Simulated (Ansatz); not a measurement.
Input and command of a plane-wave DFT calculation in Ansatz:

```yaml
crystal:
  lattice:
    - [0.0, 1.9579, 2.016637]
    - [1.9579, 0.0, 2.016637]
    - [1.9579, 1.9579, 0.0]
  atoms:
    - { symbol: Pt, position: [0.0, 0.0, 0.0] }
basis:
  ecutwfc: 420
kpoints:
  mp_grid: { grid: [20, 20, 20] }
hamiltonian:
  xc: pbe
scf:
  occupations: { method: gaussian, width: 0.15 }
output:
  forces: true
  stress: true
  eigenvalues: true
```

```bash
ansatz run input.yaml --threads 1 --pin off --max-ram 2560MiB --backend cpu --events-out ev --progress --plain --runs-dir out
```

Processor: Arm Neoverse V1, 1 thread, on a host shared with other jobs.

Task: How long does it run, and how much memory does it take?

Result: About 8.1 s on 1 thread of Arm Neoverse V1 (shared host), peak memory 0.38 GiB. It solves 13 bands at 641 k points (the mesh reduced by symmetry) with about 315 plane waves, in 6 SCF iterations.
